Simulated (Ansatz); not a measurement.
# B: the cost of one run

Method: DFT PBE, scalar-relativistic, plane waves, PAW, in Ansatz 0.2.0.

4 further runs of the same task are left out: 4 set aside as unsound or not needed.

**1. The starting structure**

The structure is orthorhombic, space group Cmmm (No. 65). Conventional cell: a = 1.813 Å, b = 3.385 Å, c = 2.643 Å, α = 90.00°, β = 90.00°, γ = 90.00°. B (site symmetry mmm) has 6 B at 1.81 to 1.92 Å as nearest neighbours.

As a file:

```xyz
1
Lattice="0.9066 -1.6926 0.0000 0.9066 1.6926 0.0000 0.0000 0.0000 2.6433" Properties=species:S:1:pos:R:3 pbc="T T T"
B     0.0000    0.0000    0.0000
```

This is candidate A: Ba type (Cmmm, No. 65).

(A quick probe on a coarse mesh, which set the mesh and smearing, is not shown.)

**3. Coarse relaxation (candidate A)**

Contents of input.yaml:

```yaml
crystal:
  lattice:
    - [0.9066109793, -1.6926496544, 0.0]
    - [0.9066109793, 1.6926496544, 0.0]
    - [0.0, 0.0, 2.6433158987]
  atoms:
    - { symbol: B, position: [0.0, 0.0, 0.0] }
basis:
  ecutwfc: 420
kpoints:
  mp_grid: { grid: [10, 10, 6] }
hamiltonian:
  xc: pbe
scf:
  occupations: { method: gaussian, width: 0.1 }
  lower_state_search: "off"
output:
  forces: true
  stress: true
  eigenvalues: true
relax:
  adjacent_minimum: "off"
  f_tol: 0.04
  max_steps: 70
  cell: { stress_tol: 0.4 }
```

What time and memory should one allow on 1 thread of an Arm CPU, shared host?

About 11 s, with a peak of 0.32 GiB.
